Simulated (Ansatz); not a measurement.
# TiO2 (rutile type): the cost of one run

Program: Ansatz 0.2.0. Level of theory: DFT PBEsol, with the methods named in each step. These are calculated values, not measurements.

## Step 1: The starting structure

It takes space group P4_2/mnm (No. 136, tetragonal). The conventional cell has a = 4.496 Å, b = 4.496 Å, c = 2.968 Å, α = 90.00°, β = 90.00°, γ = 90.00°. Ti (site symmetry mmm) has 6 O at 1.93 to 1.94 Å in its first shell of neighbours. O (site symmetry m2m) is surrounded by 3 Ti at 1.93 to 1.94 Å.

As a file:

```xyz
6
Lattice="4.4964 0.0000 0.0000 0.0000 4.4964 0.0000 0.0000 0.0000 2.9677" Properties=species:S:1:pos:R:3 pbc="T T T"
Ti    0.0000    0.0000    0.0000
Ti    2.2482    2.2482    1.4838
O     1.3714    1.3714    0.0000
O     3.1250    3.1250    0.0000
O     3.6196    0.8768    1.4838
O     0.8768    3.6196    1.4838
```

Whether this phase is the stable one at these pressures isn't tested.

Atoms are numbered in the order of the input: Ti1, Ti2, O3, O4, O5, O6.

## Step 2: Cell relaxed at zero pressure, PAW

Input file input.yaml:

```yaml
crystal:
  lattice:
    - [4.4964431302, 0.0, 0.0]
    - [0.0, 4.4964431302, 0.0]
    - [0.0, 0.0, 2.967652466]
  atoms:
    - { symbol: Ti, position: [0.0, 0.0, 0.0] }
    - { symbol: Ti, position: [0.5, 0.5, 0.5] }
    - { symbol: O, position: [0.305, 0.305, 0.0] }
    - { symbol: O, position: [0.695, 0.695, 0.0] }
    - { symbol: O, position: [0.805, 0.195, 0.5] }
    - { symbol: O, position: [0.195, 0.805, 0.5] }
kpoints:
  mp_grid: { grid: [8, 8, 11] }
scf:
  occupations: { method: fermi_dirac, width: 0.05 }
hamiltonian:
  xc: pbesol
  pseudopotentials: { kind: paw }
output:
  forces: true
  stress: true
  write_density: true
  write_potential: true
  elf: true
  volumetric_format: npy
relax:
  f_tol: 0.005
  max_steps: 40
  cell: {}
```

Launch:

```bash
$ ansatz run input.yaml --threads 2 --pin off --max-ram 5120MiB --backend cpu --events-out ev --progress --plain --runs-dir out
```

**Question.** How long does this run take on 2 threads of AMD EPYC (Zen 3), shared host, and how much memory does it need?

About 48 s, with a peak of 0.47 GiB.
